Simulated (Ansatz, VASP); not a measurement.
MgS: VASP beside Ansatz

File INCAR:

```
SYSTEM = MgS
  PREC = Accurate
  ENCUT = 520
  EDIFF = 1E-6
  ISMEAR = 0
  SIGMA = 0.05
  LREAL = .FALSE.
  LASPH = .TRUE.
  NELM = 80
  ALGO = Normal
  ISIF = 2
  LWAVE = .FALSE.
  LCHARG = .TRUE.
  GGA = PS
  LELF = .TRUE.
  LVHAR = .TRUE.
  NBANDS = 11
```

File KPOINTS:

```
regular mesh
0
G
  8 8 8
  0 0 0
```

POSCAR

```
MgS
1.0
    0.0000000000      2.6016500000      2.6016500000
    2.6016500000      0.0000000000      2.6016500000
    2.6016500000      2.6016500000      0.0000000000
Mg S
1 1
Direct
   -0.0169869790      0.0000000000      0.0000000000
    0.5000000000      0.5000000000      0.5000000000
```

Input for Ansatz:

```yaml
crystal:
  lattice:
    - [0.0, 2.60165, 2.60165]
    - [2.60165, 0.0, 2.60165]
    - [2.60165, 2.60165, 0.0]
  atoms:
    - { symbol: Mg, position: [-0.016986979, 0.0, 0.0] }
    - { symbol: S, position: [0.5, 0.5, 0.5] }
basis:
  ecutwfc: 420
kpoints:
  mp_grid: { grid: [8, 8, 8] }
hamiltonian:
  xc: pbesol
scf:
  occupations: { method: gaussian, width: 0.05 }
output:
  forces: true
  stress: true
  eigenvalues: true
```

Change from the starting cell: all Mg atoms moved +0.062 Å, as atom 1 towards its neighbour atom 1 (Mg) at 3.679 Å.

Alike in both runs: task single point; functional PBEsol; k mesh 8 × 8 × 8; occupations gaussian, width 0.05 eV; no spin polarisation.

|  | VASP | Ansatz |
| --- | --- | --- |
| version | VASP 6.6.1 | Ansatz 0.2.0 |
| potentials or method | VASP PAW PBE potentials, release 64 (Mg, S) | scalar-relativistic, plane waves, PAW |
| plane-wave cutoff (eV) | 520 | 420 |
| valence electrons in the cell | 8 | 16 |

VASP gave:

```
gap on the k mesh at the Fermi level (eV)       : 2.70
least direct gap on the mesh (eV)               : 3.59
pressure (GPa)                                  : -1.0
largest component of the traceless stress (GPa) : 0.16
rms of the force components (eV/Å)              : 0.101
```

Problem. Which values does Ansatz return?

Solution. gap on the k mesh at the Fermi level (eV): 2.70; least direct gap on the mesh (eV): 3.59; pressure (GPa): -0.8; largest component of the traceless stress (GPa): 0.16; rms of the force components (eV/Å): 0.101.

Atom by atom the forces differ by 0.000 eV/Å (rms over components). The two sets of potentials don't hold the same shells in valence.

Caveats: the PAW data sets were made with another functional, which shifts forces and pressure a little (VASP). A k mesh can miss the band edges.
